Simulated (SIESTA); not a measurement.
Crystal: KI.

```
I K
1.0
     0.00000    3.53277    3.53277
     3.53277    0.00000    3.53277
     3.53277    3.53277    0.00000
I K
1 1
Direct
  0.50000 0.50000 0.50000
  0.00000 0.00000 0.00000
```

Base run:

| Quantity | Value |
| --- | --- |
| Program | SIESTA 5.4.2 |
| Functional | PBEsol |
| Potentials or basis | PseudoDojo 0.4 standard (PBEsol files) |
| Basis | DZP (energy shift 0.003 Ry; two zetas on semicore shells; d shell added on K) |
| Grid cutoff | 800 Ry |
| Energy shift | 0.003 Ry |
| k mesh | 7 × 7 × 7 |
| Occupations | fermi-dirac, width 0.05 eV |
| Spin | no spin polarisation |

Its results: band gap on the k mesh 3.95 eV, direct; pressure -0.2 GPa.

Problem. The run is repeated on the same cell with these changes: functional from PBEsol to AM05. What comes out?

Solution. Band gap on the k mesh 4.14 eV, direct; pressure 0.4 GPa.

Caveats: spin-orbit coupling is left out, which moves the levels of the heavy elements; the basis of atomic orbitals isn't converged, which shifts pressures, moduli and gaps; the potentials were made for another functional, which shifts forces and pressure (some runs).

Not every run made on this cell is shown here.
